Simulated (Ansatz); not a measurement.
# Electron scattering at the Σ5 (210) boundary in fcc Al with Ti (substitutional), part 2 of 2

How much does the Σ5 (210) boundary in fcc Al with Ti (substitutional) reflect electrons?

Ansatz 0.2.0; Ansatz plane-wave DFT, PBE, PAW files; relaxation of a bicrystal slab with its lowest layers held; PAW set soft_1 (the session's first sound run).

So far. Step 2 (Relaxing the bicrystal): The largest force component on a free atom ends at 0.022 eV/Å, under the tolerance of 0.03, after 9 steps.

## 3. Transmission across the boundary

Bulk layers of each grain are laid under and over the relaxed boundary, and a lead is named in the middle of each, away from the free faces. The mesh across the current, 18×18, is finer than the density's, because channels open and close sharply across the zone. Energies from -0.1 to 0.1 eV in steps of 0.05 eV are too few for the program's thermal sum, so it prints no conductance; for a metal the transmission near the Fermi level serves, at a fraction of the cost.

This step: Ansatz plane-wave DFT, PBE, PAW files; ballistic transport by layer matching (Landauer), zero bias; boundary relaxed in a short slab, bulk layers laid on; PAW set soft_1 (Ansatz 0.2.0).

System of this step: Σ5 (210) boundary in fcc Al with Ti (substitutional). The cell holds 47 atoms: 46 Al and 1 Ti. Its edges and angles: a = 4.958 Å, b = 4.048 Å, c = 50.029 Å, α = 90.0°, β = 90.0°, γ = 65.9°. It derives from Al. Regions: lower grain, 19 atoms (19 Al); boundary, 13 atoms (12 Al and 1 Ti); upper grain, 15 atoms (15 Al). Vacuum lies along c.

input.yaml reads:

```yaml
crystal:
  lattice:
    - [4.957730497, 0.0, 0.0]
    - [1.6525768323, 3.6952741352, 0.0]
    - [0.0, 0.0, 50.0285637449]
  atoms:
    - { symbol: Al, position: [-15.0, 7.5000000002, 0.0799543241] }
    - { symbol: Al, position: [-14.4, 7.2000000002, 0.0980470604] }
    - { symbol: Al, position: [-13.8, 6.9000000002, 0.1161397966] }
    - { symbol: Al, position: [-13.2, 6.6000000002, 0.1342325329] }
    - { symbol: Al, position: [-12.6, 6.3000000002, 0.1523252691] }
    - { symbol: Al, position: [-12.0, 6.0000000002, 0.1704180054] }
    - { symbol: Al, position: [-11.4, 5.7000000001, 0.1885107416] }
    - { symbol: Al, position: [-10.8, 5.4000000001, 0.2066034779] }
    - { symbol: Al, position: [-10.2, 5.1000000001, 0.2246962141] }
    - { symbol: Al, position: [-9.6, 4.8000000001, 0.2427889504] }
    - { symbol: Al, position: [-9.0, 4.5000000001, 0.2608816867] }
    - { symbol: Al, position: [-8.4, 4.2000000001, 0.2789744229] }
    - { symbol: Al, position: [-7.8, 3.9000000001, 0.2970671592] }
    - { symbol: Al, position: [-7.2, 3.6000000001, 0.3151598954] }
    - { symbol: Al, position: [-6.6, 3.3000000001, 0.3332526317] }
    - { symbol: Al, position: [-6.0, 3.0, 0.3513453679] }
    - { symbol: Al, position: [-5.4, 2.7, 0.3694381042] }
    - { symbol: Al, position: [-4.8, 2.4, 0.3875308405] }
    - { symbol: Al, position: [-4.2, 2.1, 0.4056235767] }
    - { symbol: Al, position: [0.4, 0.8, 0.423716313] }
    - { symbol: Al, position: [1.0150242599, 0.49248787, 0.4414616448] }
    - { symbol: Al, position: [0.62292196, 0.18853902, 0.4606461421] }
    - { symbol: Al, position: [0.2298297209, 0.8850851396, 0.4776260998] }
    - { symbol: Al, position: [0.825451054, 0.587274473, 0.4952653858] }
    - { symbol: Al, position: [0.4163600568, 0.2918199716, 0.5165826672] }
    - { symbol: Ti, position: [0.0078631588, -0.0039315794, 0.5288068326] }
    - { symbol: Al, position: [0.6420945008, 0.6789527496, 0.5482588781] }
    - { symbol: Al, position: [0.1781989855, 0.9109005073, 0.5803197591] }
    - { symbol: Al, position: [0.5969489263, 0.2015255369, 0.5892448638] }
    - { symbol: Al, position: [0.9754084366, 0.5122957817, 0.6133133775] }
    - { symbol: Al, position: [0.3840521919, 0.807973904, 0.6313734135] }
    - { symbol: Al, position: [0.7704056678, 0.1147971661, 0.6486546321] }
    - { symbol: Al, position: [-4.8295943322, 2.4147971661, 0.6667473683] }
    - { symbol: Al, position: [-5.4295943322, 2.7147971661, 0.6848401046] }
    - { symbol: Al, position: [-6.0295943322, 3.0147971661, 0.7029328408] }
    - { symbol: Al, position: [-6.6295943322, 3.3147971661, 0.7210255771] }
    - { symbol: Al, position: [-7.2295943322, 3.6147971661, 0.7391183133] }
    - { symbol: Al, position: [-7.8295943322, 3.9147971661, 0.7572110496] }
    - { symbol: Al, position: [-8.4295943322, 4.2147971662, 0.7753037859] }
    - { symbol: Al, position: [-9.0295943322, 4.5147971662, 0.7933965221] }
    - { symbol: Al, position: [-9.6295943322, 4.8147971662, 0.8114892584] }
    - { symbol: Al, position: [-10.2295943322, 5.1147971662, 0.8295819946] }
    - { symbol: Al, position: [-10.8295943322, 5.4147971662, 0.8476747309] }
    - { symbol: Al, position: [-11.4295943322, 5.7147971662, 0.8657674671] }
    - { symbol: Al, position: [-12.0295943322, 6.0147971662, 0.8838602034] }
    - { symbol: Al, position: [-12.6295943322, 6.3147971662, 0.9019529396] }
    - { symbol: Al, position: [-13.2295943322, 6.6147971662, 0.9200456759] }
kpoints:
  mp_grid: { grid: [7, 7, 1] }
hamiltonian:
  xc: pbe
  pseudopotentials: { kind: paw, azcp: { folder: soft_1 } }
scf:
  occupations: { method: fermi_dirac, width: 0.1 }
output:
  transmission:
    leads: [[10, 11], [38, 39]]
    kmesh: [18, 18]
    e_range: [-0.1, 0.1]
    de: 0.05
  write_potential: true
  write_density: true
  volumetric_format: npy
  elf: true
```

The run is started by

```sh
$ ansatz run input.yaml --threads 8 --pin off --max-ram 15360MiB --backend cpu --events-out ev --progress --plain --runs-dir out
```

Numbers of over 12 decimals in the logs are rounded to 6 here.

The program printed:

```text
[...]
Crystal: 47 atoms, lattice volume = 916.532 Å³
Basis set: ecut = 420 eV, 17947 PW (Γ)
Bands: 122, of which v1, the nominal top of the filled ones, is band 75 counted from 1 (74 counted from 0)
Symmetry: 2 space group operations
[...]
k-points: 16 of 49 (time reversal used)
[...]
SCF iter   1: F=—  HF=-27227.528811 eV  |F-HF|=—  |Δ(HF+E_count)|=         —  Δρ=3.06e-2  dr2=2.58e2  ethr=3.10e-3  ⟨swp⟩=8.2  Hψ=10570  notcnv=0  defer=80
[...]
SCF iter  10: F=-27222.828917 eV  HF=-27222.828917 eV  |F-HF|=5.90e-9  |Δ(HF+E_count)|=   6.30e-9  Δρ=4.34e-7  dr2=7.86e-9  ethr=6.67e-11  ⟨swp⟩=2.3  Hψ=3380  notcnv=0
SCF 1 converged in 10 iterations: F = -27222.828917 eV  dr2 = 7.86e-9
[...]
transmission: 352 of 3458 steps passed
transmission: 704 of 3458 steps passed
[...]
transmission: 3458 of 3458 steps passed
WARN: The output density's exchange-correlation potential varies sharply where the density is thin. Do not read a vacuum level from v_tot or v_xc, or from such a field of the output density. On a cell that repeats whose density bears no net charge and no dipole along the vacuum's axis use v_es (v_loc + v_h of the components); under efield.dipole_correction with no amplitude use v_es + v_field, which holds any externa [...]
SCF converged after 10 iterations
Free energy (F): -27222.828917 eV
[...]
Internal energy: -27222.166804 eV  (E = F + TS)
E sigma→0 (E₀):  -27222.497861 eV
Entropy (-TS):   -0.662113 eV (-14.088 meV/atom)
Fermi energy:    6.189850 eV
[...]
--- Band table (eV; the first three rows and the last of 16) ---
  k-point 0: bands = [... 71 lower, 6.0742, 6.2113, 6.2192, 6.3537, 6.4126, 6.4308, 6.4505, 6.4634, ... 43 higher]
  k-point 1: bands = [... 71 lower, 5.4849, 5.5236, 5.6127, 5.7478, 5.8305, 5.9052, 6.0553, 6.0765, ... 43 higher]
  k-point 2: bands = [... 71 lower, 5.3018, 5.4063, 5.4910, 5.5793, 5.6417, 5.7074, 5.8649, 5.9614, ... 43 higher]
  k-point 15: bands = [... 71 lower, 6.8855, 6.9736, 7.0913, 7.1724, 7.2451, 7.4349, 7.4428, 7.5621, ... 43 higher]
--- Transmission ---
  basis      : 161 plane waves across, 38 finite elements along
  points     : 91, standing for a mesh of 18 x 18
  energies   : 5 from -0.100000 to 0.100000 eV about the Fermi level, 0.050000 eV apart; the leads are filled to 0.000000 eV, and channels, transmission and decay are at 0.000000 eV
  crystal 0  : Al3, at the sites [10, 11], period 2.7155 Å, over 18.10 Å; its Hamiltonian steps by up to 35.0 meV: too much for a lead, lay more layers or, if its atoms are ordered, name the step of that order
    offset         : up to 0.0000 Å between an atom of the period and one for which it stands
    channels       : 3.564815e0 a spin
    conductance    : none, the energies end too early or step too widely for 300 K: set another output.transmission.e_range or a lower de, or, where they end at an eighth of basis.ecutwfc, a higher one
[...]
channels       : 3.564815e0 a spin
[...]
junction   : crystal 0 to crystal 1, 12.84 to 37.18 Å
    transmission   : 1.460097e0 a spin
[...]
```

The job ended after 5.5 min (8 threads of Arm Neoverse N1, shared host; peak memory 4.9 GiB; 41 min of CPU time).

Numbers from this step:

```
free energy                                    : -27222.8289 eV
energy at zero smearing                        : -27222.4979 eV
Fermi energy                                   : 6.190 eV
cell area                                      : 18.32 Å²
transmission per spin nearest the Fermi level  : 1.460
open channels per spin nearest the Fermi level : 3.565
open channels per spin, upper lead             : 3.565
step of the lead's potential                   : 35 meV
step of the upper lead's potential             : 34.4 meV
```

Per spin. The transmission, zone mean by energy, zero at the Fermi level:

```
energy (eV)  transmission, zone mean
    -0.1000                     1.50
    -0.0500                     1.47
     0.0000                     1.46
     0.0500                     1.43
     0.1000                     1.41
```

Per spin. Open channels, zone mean against energy, zero at the Fermi level:

```
energy (eV)  lead  upper lead
    -0.1000  3.44        3.45
    -0.0500  3.48        3.51
     0.0000  3.56        3.56
     0.0500  3.61        3.60
     0.1000  3.65        3.63
```

Transmission over k1 and k2. At 0.0000 eV from the Fermi level.

Ten even steps from '0' (0.00) to '9' (2.06):
```
456888654343575343
688558865445885445
985858985467776458
976679997575575799
967699998670768999
888898989733798989
888997687545786799
668994656336564998
889987785258778998
689946563365649986
899768754578679988
898989733798989888
999986707689999676
999757557579997667
985467776458985858
654458854456885588
434357534345688865
226666662226666662
```
Columns: k1 (b1) from -0.5 to 0.444; rows upwards: k2 (b2) from -0.5 to 0.444.

Open channels over k1 and k2. At 0.0000 eV from the Fermi level.

Ten even steps from '0' (1.00) to '9' (6.00):
```
444464444422464224
466666644446666444
664846664466466446
646646666664466666
644466668660668666
444444688622688644
666646488444884646
444462866446682644
666668898489886666
444628664466826444
664648844488464666
444688622688644444
666686606686666444
666666446666664664
664466466446664846
444466664444666666
442246422444446444
224444442224444442
```
Columns: k1 (b1) from -0.5 to 0.444; rows upwards: k2 (b2) from -0.5 to 0.444.

Electrostatic potential energy in the cb plane at fractional x = 0.000, with atoms of Al and Ti within 0.2 Å of it. With pseudopotentials it is smooth inside the atoms' cores, unlike the true potential.

Ten even steps from '0' (-21 eV) to '9' (9 eV), each cell a mean:
```
36887657899999877888500002787545799998877898
58998778899899888898730015898767888999888899
88888888876678998888875568999988876678988888
98877898744446898767888899999998744447887667
98656788648855887545789999999998548745886435
98655788549954787434789999999998459945886334
98767888645645888656789999999998636546887546
88888889864457998878887789999998754468998778
68988888888888988888852147999878888889888888
37888667899999877898610004887656899998878899
36887556899999877888500002787435799998777898
```
Columns run along c (16.0 Å, from fractional 0.36 to 0.68 of the cell; values clipped at the 3rd and 97th percentile), rows up along b (4.0 Å). Atoms in or near the plane, at fractional coordinates: Al at (0.44, 0.49), Ti at (0.53, 0.00), Al at (0.61, 0.51).

Valence density in the cb plane at fractional x = 0.000, with atoms of Al and Ti within 0.2 Å of it. It is the smooth field of the valence electrons, not physical close to the nuclei.

Ten steps, logarithmic in the rise over the least value, from '0' (0 e/Å³) to '9' (11 e/Å³), each cell a mean:
```
11111111110011111111369984211111111111111111
11111111111111111111246652111111111111111111
11111111111111111111122221000111111111111111
11111111111111111111111110000001111111111111
11111111110011111111111100000001110011111111
11111111110001111111111100000001100011111111
11111111110011111111111100000001110011111111
11111111111111111111111110000011111111111111
11111111111111111111224431111111111111111111
11111111111111111111258873111111111111111111
11111111110011111111379985211111111011111111
```
Columns run along c (16.0 Å, from fractional 0.36 to 0.68 of the cell), rows up along b (4.0 Å). Atoms in or near the plane, at fractional coordinates: Al at (0.44, 0.49), Ti at (0.53, 0.00), Al at (0.61, 0.51).

ELF in the cb plane at fractional x = 0.000, with atoms of Al and Ti within 0.2 Å of it. It is the smooth field of the valence electrons, not physical close to the nuclei.

Ten even steps from '0' (0.09) to '9' (0.74), each cell a mean:
```
37666788642245777873179994179888753235787656
78767888754456777885126751268888875456787766
77777777776678777887410000245668997677777777
57888767862258877788742123432347973268777788
47877667720017866557875555421126710027777667
46876666620306865446876666521025602017776557
57887767740038866668864334432136840048777778
67888777875478777888620001344457996577777888
78777888765567777886213310257778986566787777
57767788743346777874159982179888864346787656
27666678642235677763189894179877742235787656
```
Columns run along c (16.0 Å, from fractional 0.36 to 0.68 of the cell), rows up along b (4.0 Å). Atoms in or near the plane, at fractional coordinates: Al at (0.44, 0.49), Ti at (0.53, 0.00), Al at (0.61, 0.51).

Over the solved energies the transmission per spin lies between 1.41 and 1.50, out of 3.55 channels of the lead on average (up to 3.65). The log calls the step of a lead's potential too much.

## 4. Specific resistance

This step: Ansatz plane-wave DFT, PBE, PAW files; ballistic transport by layer matching (Landauer), zero bias; specific resistance of the boundary; PAW set soft_1 (Ansatz 0.2.0).

Numbers from this step:

- area resistance: 0.9607 fΩ m²
- T over the leads' mean channel count: 0.4095

Averaged over the energies near the Fermi level, 41.0 % of the channels pass, which makes 0.961 fΩ m².

By hand, with T and the leads' channels N averaged over the energies near the Fermi level: RA = A (h/2e²)(1/T − ½[1/N₁ + 1/N₂]) = 18.32×10⁻²⁰ m² × 12 906 Ω × (1/1.453 − ½[1/3.548 + 1/3.55]) = 0.961 fΩ m².

## 5. Results

```yaml
specific_resistance_of_the_boundary: 0.961 fΩ m²
share_of_channels_that_pass: 0.410
```

In words: The boundary has a specific resistance of 0.96 fΩ m². The boundary reflects 59 % of the channels; 0.96 fΩ m² is 9.6×10⁻¹² Ω·cm². That equals the resistance of 35 nm of bulk Al at 300 K (measured 2.733 µΩ cm, CRC Handbook of Chemistry and Physics, 84th ed., 2003, Electrical Resistivity of Pure Metals). One Ti in 18.3 Å² of boundary is a high coverage. Each plane of this narrow cell holds one atom, so the solute fills a whole plane. One starting structure was relaxed; another shift or atom count at the boundary may lie lower. A lead's potential steps by up to 35 meV from period to period, which the log calls too much, so longer leads could move the result.

[Logs are printed without paths, hosts, clocks, repeated set-up lines and the standing remarks that a program may print on its own settings, such as how far it seeks lower states.]

[Hosts, paths, dates, database ids (printed as entryN), source tags and the programs' standing remarks are cut or masked in the printed files.]
